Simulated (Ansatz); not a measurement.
**Ga: stress in a strained cell**

Aim: deform Ga (zz strain of -1 %) and compute stress, forces and field gradients with LAPW, PAW and all-electron datasets made for the crystal.

Method: DFT PBE, scalar-relativistic, in Ansatz 0.2.0.

### Step 1. Starting point

The structure is monoclinic, space group C2/c (No. 15). The conventional cell has a = 2.766 Å, b = 8.053 Å, c = 3.332 Å, α = 90.00°, β = 92.02°, γ = 90.00°. Around Ga (site symmetry 2) lie 8 Ga at 2.69 to 2.92 Å.

Structure file:

```
Ga
1.0
     1.38300   -4.02650    0.00000
     1.38300    4.02650    0.00000
    -0.11745    0.00000    3.32993
Ga
2
Direct
  0.86900 0.13100 0.25000
  0.13100 0.86900 0.75000
```

Atoms are numbered in the order of the input: Ga1, Ga2.

### Step 2. After the deformation

Space group C2/c before, C2/c after.

### Step 3. LAPW, all electrons

File input.yaml:

```yaml
crystal:
  lattice:
    - [1.383, -4.0265, 0.0]
    - [1.383, 4.0265, 0.0]
    - [-0.11745, 0.0, 3.2966307]
  atoms:
    - { symbol: Ga, position: [0.869, 0.131, 0.25] }
    - { symbol: Ga, position: [0.131, 0.869, 0.75] }
kpoints:
  mp_grid: { grid: [14, 14, 11] }
  band_path:
    path:
      - [0.0, 0.0, 0.0]
      - [-0.5, 0.5, 0.0]
      - [-0.5, 0.5, 0.5]
      - [0.0, 0.0, 0.5]
      - [0.0, 0.0, 0.0]
      - [-0.5, 0.0, 0.5]
      - [0.0, 0.0, 0.0]
      - [-0.5, 0.0, 0.0]
    npoints: 5
scf:
  occupations: { method: fermi_dirac, width: 0.03 }
hamiltonian:
  xc: pbe
  pseudopotentials: { kind: all_electron, lapw: { basis_error: 0.0005 } }
output:
  forces: true
  stress: true
  eigenvalues: true
```

Run with:

```console
$ ansatz run input.yaml --threads 1 --pin off --max-ram 3072MiB --backend cpu --events-out ev --progress --plain --runs-dir out
```

Standard output (excerpt; [...] marks lines left out):

```text
LAPW: plane waves up to 8.560 Å⁻¹, error target 5.0e-4 eV per atom; small_component_spin mean_spin; Ga in spheres of 1.339 Å, 21 of its electrons in bands, Dirac shells []
[...]
Pseudopotentials: kind: all_electron
Pseudopotential: Ga, LAPW, valence charge 21, Koelling and Harmon's equation, gaussian nucleus
Functional definition: PBE
[...]
Crystal: 2 atoms, lattice volume = 36.716 Å³
Basis set: ecut = 279.16871234627706 eV, 385 PW (Γ), FFT grids on a1+a2, a2, a3, exchange–correlation at level 2
Bands: 26, of which v1, the nominal top of the filled ones, is band 21 counted from 1 (20 counted from 0)
Symmetry: 4 space group operations
Space group: C2/c (ITA 15), of the structure as read, at distance tolerance 3.3e-5 Å
k-points: 582 of 2156
[...]
SCF iter   1: F=—  HF=-105799.712059 eV  |F-HF|=—  |Δ(HF+E_count)|=         —  Δρ=1.27e-2  dr2=3.59e-2  ethr=8.52e-5  ⟨swp⟩=3.0  Hψ=101944  notcnv=0
[...]
SCF iter   8: F=-105799.645198 eV  HF=-105799.645198 eV  |F-HF|=3.74e-9  |Δ(HF+E_count)|=   3.88e-8  Δρ=7.62e-6  dr2=2.73e-8  ethr=7.38e-10  ⟨swp⟩=3.0  Hψ=43885  notcnv=0
[...]
NSCF: frozen V_eff on 36 k-points
SCF converged after 8 iterations
Free energy (F): -105799.645198 eV
[...]
E sigma→0 (E₀):  -105799.644319 eV
Entropy (-TS):   -0.001758 eV (-0.879 meV/atom)
Fermi energy:    12.169150 eV
[...]
--- Forces (eV/Å), atoms counted from 1 ---
  atom   1  Ga     0.00000000     0.20107967     0.00000000
  atom   2  Ga     0.00000000    -0.20107967     0.00000000
[...]
--- Stress (GPa, compression-positive) ---
        2.445409       0.000000      -0.042525
        0.000000       2.327497       0.000000
       -0.042525       0.000000       2.268654
  P = ⅓ Tr σ = 2.3472 GPa (23.472 kbar)
--- Band table (eV; the first three rows and the last of 582) ---
  k-point 0: bands = ["-131.6359", "-131.6350", "-82.3810", "-82.3762", "-82.3609", "-82.3599", "-82.3593", "-82.3529", "-2.9960", "-2.9904", "-2.9487", "-2.9267", "-2.6500", "-2.6477", "-2.6200", "-2.6147", "-2.6034", "-2.4605", "0.8443", "9.9750", "10.5270", "13.9524", "17.7391", [...]
[...]
```

Wall time 89 s (1 thread of Intel Xeon Platinum 8488C (Sapphire Rapids), shared host); peak memory 1.4 GiB.

In short: pressure 2.35 GPa; no gap; largest force 0.201 eV/Å.

### Step 4. PAW with frozen cores

File input.yaml:

```yaml
crystal:
  lattice:
    - [1.383, -4.0265, 0.0]
    - [1.383, 4.0265, 0.0]
    - [-0.11745, 0.0, 3.2966307]
  atoms:
    - { symbol: Ga, position: [0.869, 0.131, 0.25] }
    - { symbol: Ga, position: [0.131, 0.869, 0.75] }
kpoints:
  mp_grid: { grid: [14, 14, 11] }
scf:
  occupations: { method: fermi_dirac, width: 0.03 }
hamiltonian:
  xc: pbe
  pseudopotentials: { kind: paw }
output:
  forces: true
  stress: true
  eigenvalues: true
  efg: { contact_densities: true }
```

Run with:

```console
$ ansatz run input.yaml --threads 1 --pin off --max-ram 3072MiB --backend cpu --events-out ev --progress --plain --runs-dir out
```

Standard output (excerpt; [...] marks lines left out):

```text
[...]
Pseudopotentials: kind: paw
Pseudopotential: Ga, paw, valence charge 13, recommended cutoff 420 eV (normal)
[... 1 set-up line as earlier in the session ...]
[...]
Crystal: 2 atoms, lattice volume = 36.716 Å³
Basis set: ecut = 420 eV, 709 PW (Γ), exchange–correlation on 60×60×48 points (8 copies of the dense FFT grid, shifted against one another)
Bands: 17, of which v1, the nominal top of the filled ones, is band 13 counted from 1 (12 counted from 0)
[... 2 set-up lines as earlier in the session ...]
k-points: 582 of 2156
[...]
SCF iter   1: F=—  HF=-7565.992483 eV  |F-HF|=—  |Δ(HF+E_count)|=         —  Δρ=1.14e-3  dr2=6.33e-4  ethr=1.77e-3  ⟨swp⟩=5.9  Hψ=47442  notcnv=0
[...]
  atom   1  Ga     0.00000000     0.20133379     0.00000000
  atom   2  Ga     0.00000000    -0.20133379     0.00000000
[...]
--- Stress (GPa, compression-positive) ---
        2.420278       0.000000      -0.041819
        0.000000       2.304626       0.000000
       -0.041819       0.000000       2.242174
  P = ⅓ Tr σ = 2.3224 GPa (23.224 kbar)
--- PAW observables at the nuclei: V_zz in 10²¹ V/m², potentials from the cell's mean, atoms counted from 1 ---
  atom   1  Ga V_zz =    +2.647696   η = 0.4772   by run symmetry: allowed
            electrostatic potential = -4133.393031 V   contact ρ = 187439.129470 e/Å³
  atom   2  Ga V_zz =    +2.647696   η = 0.4772   by run symmetry: allowed
            electrostatic potential = -4133.393031 V   contact ρ = 187439.129470 e/Å³
--- Band table (eV; the first three rows and the last of 582) ---
  k-point 0: bands = ["-5.1107", "-5.1052", "-5.0631", "-5.0406", "-4.7638", "-4.7625", "-4.7338", "-4.7294", "-4.7178", "-4.5753", "-1.2680", "7.8627", "8.4129", "11.8391", "15.6270", "19.6589", "20.3283"]
[...]
```

Wall time 14 s (1 thread of Intel Xeon Platinum 8488C (Sapphire Rapids), shared host); peak memory 0.62 GiB.

In short: pressure 2.32 GPa; no gap; largest force 0.201 eV/Å; Vzz Ga1 2.65 (η = 0.48) (10²¹ V/m²).

### Step 5. All-electron PAW on datasets made for the crystal

Changes to input.yaml since step 4:

```diff
@@ -14,3 +14,3 @@
   xc: pbe
-  pseudopotentials: { kind: paw }
+  pseudopotentials: { kind: all_electron, datasets: crystal }
 output:
```

Run with:

```console
$ ansatz run input.yaml --threads 1 --pin off --max-ram 3072MiB --backend cpu --events-out ev --progress --plain --runs-dir out
```

Standard output (excerpt; [...] marks lines left out):

```text
[...]
[... 1 set-up line as earlier in the session ...]
Pseudopotential: Ga, paw, valence charge 13, recommended cutoff 260 eV (normal), Koelling and Harmon's equation, gaussian nucleus
[... 1 set-up line as earlier in the session ...]
[...]
Crystal: 2 atoms, lattice volume = 36.716 Å³
Basis set: ecut = 260 eV, 357 PW (Γ), exchange–correlation on 48×48×36 points (8 copies of the dense FFT grid, shifted against one another)
Bands: 17, of which v1, the nominal top of the filled ones, is band 13 counted from 1 (12 counted from 0)
[... 2 set-up lines as earlier in the session ...]
k-points: 582 of 2156
[...]
SCF iter   1: F=—  HF=-105799.643859 eV  |F-HF|=—  |Δ(HF+E_count)|=         —  Δρ=2.05e-2  dr2=1.51e-1  ethr=6.03e-4  ⟨swp⟩=3.6  Hψ=50873  notcnv=0
[...]
--- Forces (eV/Å), atoms counted from 1 ---
  atom   1  Ga     0.00000000     0.20107457     0.00000000
  atom   2  Ga     0.00000000    -0.20107457     0.00000000
[...]
--- Stress (GPa, compression-positive) ---
        2.445942       0.000000      -0.042467
        0.000000       2.328425       0.000000
       -0.042467       0.000000       2.269511
  P = ⅓ Tr σ = 2.3480 GPa (23.480 kbar)
--- PAW observables at the nuclei: V_zz in 10²¹ V/m², potentials from the cell's mean, atoms counted from 1 ---
  atom   1  Ga V_zz =    +2.676100   η = 0.4732   by run symmetry: allowed
            electrostatic potential = -4133.375084 V   contact ρ = 187508.842635 e/Å³
  atom   2  Ga V_zz =    +2.676100   η = 0.4732   by run symmetry: allowed
            electrostatic potential = -4133.375084 V   contact ρ = 187508.842635 e/Å³
--- Band table (eV; the first three rows and the last of 582) ---
  k-point 0: bands = ["-2.9958", "-2.9899", "-2.9487", "-2.9270", "-2.6502", "-2.6473", "-2.6202", "-2.6143", "-2.6031", "-2.4603", "0.8443", "9.9750", "10.5271", "13.9525", "17.7392", "21.7772"]
[...]
```

Wall time 41 s (1 thread of Intel Xeon Platinum 8488C (Sapphire Rapids), shared host); peak memory 0.98 GiB.

In short: pressure 2.35 GPa; no gap; largest force 0.201 eV/Å; Vzz Ga1 2.68 (η = 0.47) (10²¹ V/m²).

### Step 6. Stress and forces compared

Stress (GPa, compression positive):

| method | xx | yy | zz | yz | xz | xy |
| --- | --- | --- | --- | --- | --- | --- |
| LAPW | 2.45 | 2.33 | 2.27 | 0.00 | -0.04 | 0.00 |
| PAW | 2.42 | 2.30 | 2.24 | 0.00 | -0.04 | 0.00 |
| crystal datasets | 2.45 | 2.33 | 2.27 | 0.00 | -0.04 | 0.00 |

Forces (eV/Å):

| atom | LAPW x | LAPW y | LAPW z | PAW x | PAW y | PAW z | crystal datasets x | crystal datasets y | crystal datasets z |
| --- | --- | --- | --- | --- | --- | --- | --- | --- | --- |
| Ga1 | 0.000 | 0.201 | 0.000 | 0.000 | 0.201 | 0.000 | 0.000 | 0.201 | 0.000 |
| Ga2 | 0.000 | -0.201 | 0.000 | 0.000 | -0.201 | 0.000 | 0.000 | -0.201 | 0.000 |

```
          method  pressure (GPa)  largest force (eV/Å)  Vzz Ga1 (10²¹ V/m²)  SCF cycles, all passes
            LAPW            2.35                 0.201                    –                       8
             PAW            2.32                 0.201                 2.65                       7
crystal datasets            2.35                 0.201                 2.68                       8
```

### Step 7. Summary of results

```
                                 quantity                                           value
                                 pressure  LAPW 2.35, PAW 2.32, crystal datasets 2.35 GPa
largest shear or deviatoric stress (LAPW)                                        0.10 GPa
```

The largest part of the stress beyond the pressure is 0.10 GPa in size, in the xx component; the atoms are carried along and not relaxed. No run of the undeformed cell stands beside it, so the pressure holds what the given cell had before the change. PAW: stress within 0.03 GPa of LAPW, forces within 1 meV/Å. Crystal datasets: stress within 0.01 GPa of LAPW, forces within 1 meV/Å.
